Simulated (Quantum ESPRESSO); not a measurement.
Ga2O3 under changes of volume

One of the cells (10.442 Å³/atom); the others are scaled copies at fixed shape and fractional positions:

```
Ga O
1.0
     6.10700   -1.51855    0.00000
     6.10700    1.51855    0.00000
    -1.38599    0.00000    5.63001
Ga O
4 6
Direct
  0.34134 0.34134 0.68598
  0.65866 0.65866 0.31402
  0.90950 0.90950 0.20540
  0.09050 0.09050 0.79460
  0.50410 0.50410 0.74340
  0.49590 0.49590 0.25660
  0.82670 0.82670 0.43680
  0.17330 0.17330 0.56320
  0.83550 0.83550 0.89020
  0.16450 0.16450 0.10980
```

| Item | Value |
| --- | --- |
| Program | Quantum ESPRESSO 7.5 |
| Functional | LDA |
| Potentials or basis | GBRV 1.5 LDA |
| Cutoff | 762 eV |
| Density cutoff | 6095 eV |
| k mesh | 5 × 5 × 3 |
| Occupations | fermi-dirac, width 0.05 eV |
| Spin | no spin polarisation |

```tsv
volume (Å³/atom)	energy over the lowest point (meV/atom)	pressure (GPa)	gap on the mesh (eV)	largest force (eV/Å)
9.816	17.35	11.7	2.94	0.404
10.025	?	?	?	?
10.233	0.00	1.5	2.56	0.176
10.442	0.57	-2.8	2.37	0.077
10.651	6.46	-6.7	2.19	0.136
10.860	17.11	-10.1	2.02	0.228
11.069	32.03	-13.2	1.85	0.313
```

What does the run at 10.025 Å³/atom give?

Energy over the lowest point 5.35 meV/atom; pressure 6.3 GPa; gap on the mesh 2.75 eV; largest force 0.286 eV/Å.

Worked out: A Birch-Murnaghan fit of order 3 (a polynomial in V^(-2/3)) to the other rows has its minimum at 10.32 Å³/atom with B0 = V·E''(V) = 215 GPa and B' = 4.5 at fixed shape and positions, which overstates the stiffness. It gives 5.34 meV/atom at 10.025 Å³/atom, against the run's 5.35, and -dE/dV = 6.6 GPa, against 6.3. A straight line through the other rows of the gap, of slope -9.08 eV per unit of ln V, gives 2.75 eV, against the run's 2.75.

Energies are extrapolated to zero smearing.

Caveats: some runs use coarse meshes.

Spin-orbit coupling on Ga is left out.
